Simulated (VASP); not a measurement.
**Al: single point with PBEsol**

Al:

```xyz
1
Lattice="0.0000 2.0080 2.0080 2.0080 0.0000 2.0080 2.0080 2.0080 0.0000" Properties=species:S:1:pos:R:3 pbc="T T T"
Al    0.0000    0.0000    0.0000
```

```yaml
Program: VASP 6.6.1
Task: single point
Functional: PBEsol
Potentials_or_basis: VASP PAW PBE potentials, release 64 (Al)
Cutoff: 900 eV
k_mesh: 18 × 18 × 18
Occupations: gaussian, width 0.1 eV
Spin: no spin polarisation
Further_INCAR_settings: ALGO = Normal; EDIFF = 1e-06
```

The pressure is 0.0 GPa and the band gap on the k mesh is none (metal or under the smearing width).

Levels at points of the mesh, in eV from the Fermi level:
```
           k point  band 1  band 2  band 3  band 4  band 5
(0.00, 0.00, 0.00)  -11.25   12.71   12.71   12.71   14.34
(0.50, 0.00, 0.00)   -4.66   -4.39   11.53   11.53   11.60
(0.50, 0.50, 0.00)   -2.95   -1.60    5.27    5.68    5.68
```

Run time: 8.3 s on 1 thread of Intel(R) Xeon(R) 6975P-C (Granite Rapids), with other jobs on the host, peak memory 0.17 GiB.

Caveat: the PAW data sets were made with another functional, which shifts forces and pressure a little.
